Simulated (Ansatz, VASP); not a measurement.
**Ir: VASP beside Ansatz**

```
Ir
1.0
     0.00000    1.91970    1.93890
     1.91970    0.00000    1.93890
     1.91970    1.91970    0.00000
Ir
1
Direct
  0.00000 0.00000 0.00000
```

Change from the starting cell: zz strain of +1 %.

Alike in both runs: task single point; functional PBEsol; k mesh 15 × 15 × 15; occupations fermi-dirac, width 0.05 eV; no spin polarisation.

|  | VASP | Ansatz |
| --- | --- | --- |
| version | VASP 6.6.1 | Ansatz 0.2.0 |
| potentials or method | VASP PAW PBE potentials, release 64 (Ir), cutoff 520 eV | all-electron LAPW, scalar-relativistic |

Ansatz gave:

```
pressure (GPa)                                  : -6.4
largest component of the traceless stress (GPa) : 2.55
```

Task: Which values does VASP return?

Result: Pressure (GPa): -5.5; largest component of the traceless stress (GPa): 2.54.

Ansatz ran all-electron here, so the differences hold the error of VASP's frozen core and of both bases.

Caveats: the PAW data sets were made with another functional, which shifts forces and pressure a little (VASP). Spin-orbit coupling is left out, which matters for the levels of Ir.
